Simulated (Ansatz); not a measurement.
## Squeezing Nb (sc type)

```
CELL_PARAMETERS angstrom
2.72194 0.00000 0.00000
0.00000 2.72194 0.00000
0.00000 0.00000 2.72194
ATOMIC_POSITIONS crystal
Nb 0.00000 0.00000 0.00000
```

The cell comes from a relaxation on PAW files under the same functional, begun from a prototype that needn't be the stable phase.

Its volume is scaled at fixed shape and fractional positions.

Computed with Ansatz 0.2.0; functional PBE, scalar-relativistic. Settings: a Γ-centred 16×16×16 k mesh, Fermi–Dirac smearing of 0.1 eV, no spin polarisation. Methods: LAPW: all electrons, basis error target 1 meV/atom; PAW: frozen-core files, cutoff 420 eV; crystal datasets: all electrons, by PAW datasets that the program makes for each cell; norm-conserving: pseudopotentials, cutoff 1116 eV; PAW (partial waves polarizable): frozen-core files, cutoff 420 eV.

Energies are extrapolated to zero smearing and count from the unscaled cell; pressure is positive in compression; gaps take the mesh and a band path. No temperature or zero-point motion is included.

| V/V0 | V (Å³/atom) | P LAPW (GPa) | ΔE LAPW (eV/atom) | P PAW − LAPW (GPa) | ΔE PAW − LAPW (meV/atom) |
| --- | --- | --- | --- | --- | --- |
| 1.00 | 20.17 | -0.01 | 0.000 | 0.00 | 0.0 |
| 0.88 | 17.75 | 21.0 | 0.142 | 0.00 | 0.0 |
| 0.78 | 15.73 | 51.5 | ? | -0.01 | -0.1 |
| 0.68 | 13.71 | 104.6 | ? | -0.05 | -0.4 |
| 0.58 | 11.70 | 203.4 | 3.392 | -0.13 | -1.5 |
| 0.50 | 10.08 | 352.9 | 6.121 | -0.23 | -3.3 |
| 0.43 | 8.67 | 586.2 | 10.157 | -0.49 | -6.4 |

Question: What belongs in the row "0.78", column "ΔE LAPW (eV/atom)"?

Answer: 0.580.

Question: Fill in "ΔE LAPW (eV/atom)" for the row "0.68".

Answer: 1.529.

Question: Fit the Vinet equation to the LAPW pressures over the whole range, with residuals weighted by 1/(|P| + 0.03·Pmax).

Answer: V0 = 20.19 Å³/atom, B0 = 117 GPa and B0′ = 4.63, and the fit misses no point by more than 11 GPa. A fit over so wide a range pins B0 less well than one near rest.

Question: At the smallest volume, how far do crystal datasets and norm-conserving and PAW (partial waves polarizable) lie from LAPW in pressure?

Answer: crystal datasets: +0.01 GPa; norm-conserving: -1.04 GPa; PAW (partial waves polarizable): -0.50 GPa, on a LAPW pressure of 586.2 GPa.

Question: How do the Löwdin populations by LAPW change from the unscaled cell to the last row?

Answer: Nb 4s 1.93 → 1.77, Nb 5s 0.70 → 0.42, Nb 4p 5.96 → 5.76, Nb 4d 4.37 → 5.00 electrons an atom. These are projections on the shells that the free atoms fill; 0.04 e a cell lies outside them at the start and 0.07 e at the end.
